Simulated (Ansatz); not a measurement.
# Cu2O: the cost of one run

Computed with Ansatz 0.2.0 (DFT, PBE, plane-wave PAW, default files, scalar-relativistic, as far as a step names no other, unless a step's input says otherwise).

## 1. The structure to begin with

It takes space group Pn-3m (No. 224, cubic). Conventional cell: a = 4.269 Å, b = 4.269 Å, c = 4.269 Å, α = 90.00°, β = 90.00°, γ = 90.00°. Cu (site symmetry -3m) has 2 O at 1.85 Å as nearest neighbours. O (site symmetry -43m) is surrounded by 4 Cu at 1.85 Å.

Coordinates:

```xyz
6
Lattice="4.2685 0.0000 0.0000 0.0000 4.2685 0.0000 0.0000 0.0000 4.2685" Properties=species:S:1:pos:R:3 pbc="T T T"
Cu    1.0671    1.0671    1.0671
Cu    1.0671    3.2014    3.2014
Cu    3.2014    3.2014    1.0671
Cu    3.2014    1.0671    3.2014
O     0.0000    0.0000    0.0000
O     2.1343    2.1343    2.1343
```

The earlier run gave: gap on the mesh 0.52 eV, largest force 0.000 eV/Å, pressure 2.5 GPa.

Like atoms gathered into sites:

| site | atoms | first shell | V_zz (10²¹ V/m²) | η | C_Q (MHz) |
| --- | --- | --- | --- | --- | --- |
| Cu | 1, 2, 3, 4 | 2 O at 1.85 Å, angle 180° | -5.19 | 0.00 | 27.6 (⁶³Cu) |
| O | 5, 6 | 4 Cu at 1.85 Å | 0.00 | – | 0 (¹⁷O) |

Conventions: |V_zz| ≥ |V_yy| ≥ |V_xx|, η = (V_xx − V_yy)/V_zz, C_Q = eQV_zz/h. Nuclear quadrupole moments: year-2017 set (Pyykkö).

## 2. Ions relaxed at fixed cell

input.yaml

```yaml
crystal:
  lattice:
    - [4.2685, 0.0, 0.0]
    - [0.0, 4.2685, 0.0]
    - [0.0, 0.0, 4.2685]
  atoms:
    - { symbol: Cu, position: [0.25, 0.25, 0.25] }
    - { symbol: Cu, position: [0.25, 0.75, 0.75] }
    - { symbol: Cu, position: [0.75, 0.75, 0.25] }
    - { symbol: Cu, position: [0.75, 0.25, 0.75] }
    - { symbol: O, position: [0.0, 0.0, 0.0] }
    - { symbol: O, position: [0.5, 0.5, 0.5] }
kpoints:
  mp_grid: { grid: [7, 7, 7] }
scf:
  occupations: { method: fermi_dirac, width: 0.02 }
hamiltonian:
  xc: pbe
  pseudopotentials: { kind: paw }
output:
  forces: true
  stress: true
  populations: true
  efg:
    quadrupole_moments_barn: { Cu: -0.22, O: -0.02558 }
    contact_densities: true
relax:
  f_tol: 0.02
  max_steps: 60
```

Launch:

```console
> ansatz run input.yaml --threads 1 --pin off --max-ram 3072MiB --backend cpu --events-out ev --progress --plain --runs-dir out
```

**Question.** How long does this run take on 1 thread of Intel Xeon 6975P-C (Granite Rapids), shared host, and how much memory does it need?

About 4.5 s, with a peak of 0.44 GiB.
